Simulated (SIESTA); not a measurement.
## Au under changes of volume

One of the cells (18.207 Å³/atom); the others are scaled copies at fixed shape and fractional positions:

```
Au
1.0
    -1.65727    1.65727    1.65727
     1.65727   -1.65727    1.65727
     1.65727    1.65727   -1.65727
Au
1
Cartesian
  0.0000 0.0000 0.0000
```

This isn't the form of Au at room conditions, which is fcc.

```yaml
Program: SIESTA 5.4.2
Functional: PBEsol
Potentials_or_basis: PseudoDojo 0.4 standard (PBEsol files)
Basis: DZP (energy shift 0.003 Ry; two zetas on semicore shells)
Grid_cutoff: 800 Ry
Energy_shift: 0.003 Ry
k_mesh: 11 × 11 × 11
Occupations: fermi-dirac, width 0.05 eV
Spin: no spin polarisation
```

```tsv
volume (Å³/atom)	energy over the lowest point (meV/atom)	pressure (GPa)
17.115	0.00	1.2
17.479	1.67	-2.4
17.843	10.66	-5.4
18.207	25.90	-8.0
18.571	47.01	-10.5
18.935	?	?
19.299	103.76	-14.3
```

Task: What does the run at 18.935 Å³/atom give?

Result: Energy over the lowest point 73.26 meV/atom; pressure -12.6 GPa.

Worked out: A Birch-Murnaghan fit of order 3 (a polynomial in V^(-2/3)) to the other rows has its minimum at 17.22 Å³/atom with B0 = V·E''(V) = 163 GPa and B' = 4.5. It gives 73.12 meV/atom at 18.935 Å³/atom, against the run's 73.26, and -dE/dV = -12.5 GPa, against -12.6.

Energies are extrapolated to zero smearing.

Caveats: short orbitals over semicore shells can move pressures by several GPa; the basis of atomic orbitals isn't converged, which shifts pressures, moduli and gaps.
